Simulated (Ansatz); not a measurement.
**Li (simple hexagonal type) under strong compression**

```
CELL_PARAMETERS angstrom
2.93876 0.00000 0.00000
-1.46938 2.54504 0.00000
0.00000 0.00000 2.71272
ATOMIC_POSITIONS crystal
Li 0.00000 0.00000 0.00000
```

The cell comes from a relaxation on PAW files under the same functional, begun from a prototype that needn't be the stable phase.

Its volume is scaled, and at each volume shape and atoms are relaxed on PAW files; all methods then take that cell.

Computed with Ansatz 0.2.0; functional PBE, scalar-relativistic. Settings: a Γ-centred 16×16×15 k mesh, Fermi–Dirac smearing of 0.1 eV, no spin polarisation. Methods: LAPW: all electrons, basis error target 1 meV/atom; PAW: frozen-core files, cutoff 420 eV; crystal datasets: all electrons, by PAW datasets that the program makes for each cell; norm-conserving: pseudopotentials, cutoff 1034 eV; PAW (cutoff 800 eV): frozen-core files, cutoff 800 eV.

Energies are extrapolated to zero smearing and count from the unscaled cell; pressure is positive in compression; gaps take the mesh and a band path. No temperature or zero-point motion is included.

The structure type is held throughout; the real material can change phase at far lower pressure.

| V/V0 | V (Å³/atom) | P LAPW (GPa) | ΔE LAPW (eV/atom) | P PAW − LAPW (GPa) | ΔE PAW − LAPW (meV/atom) | space group | shortest distance (Å) |
| --- | --- | --- | --- | --- | --- | --- | --- |
| 1.00 | 20.29 | 0.00 | 0.000 | -0.01 | 0.0 | P6/mmm | 2.713 |
| 0.92 | 18.67 | 1.24 | 0.005 | -0.01 | 0.0 | P6/mmm | 2.636 |
| 0.84 | 17.04 | 3.01 | 0.026 | -0.01 | 0.0 | P6/mmm | ? |
| 0.76 | 15.42 | 5.58 | 0.068 | -0.01 | -0.1 | P6/mmm | 2.466 |
| 0.68 | 13.80 | 9.44 | ? | -0.01 | -0.1 | P6/mmm | 2.374 |
| 0.60 | 12.17 | 15.39 | 0.266 | -0.01 | -0.1 | P6/mmm | 2.268 |
| 0.52 | 10.55 | 25.0 | 0.466 | -0.01 | -0.1 | P6/mmm | 2.156 |
| 0.45 | 9.13 | 38.7 | 0.743 | -0.01 | -0.2 | P6/mmm | 2.045 |

(1) What belongs in the row "0.84", column "shortest distance (Å)"?

(2) What belongs in the row "0.68", column "ΔE LAPW (eV/atom)"?

(3) Fit the Vinet equation to the LAPW pressures over the whole range, with residuals weighted by 1/(|P| + 0.03·Pmax).

(4) At the smallest volume, how far do crystal datasets and norm-conserving and PAW (cutoff 800 eV) lie from LAPW in pressure?

## Answers

(1) 2.553.

(2) 0.143.

(3) V0 = 20.30 Å³/atom, B0 = 12.4 GPa and B0′ = 3.71, and the fit misses no point by more than 0.38 GPa. A fit over so wide a range pins B0 less well than one near rest.

(4) crystal datasets: -0.01 GPa; norm-conserving: +0.01 GPa; PAW (cutoff 800 eV): -0.01 GPa, on a LAPW pressure of 38.7 GPa.
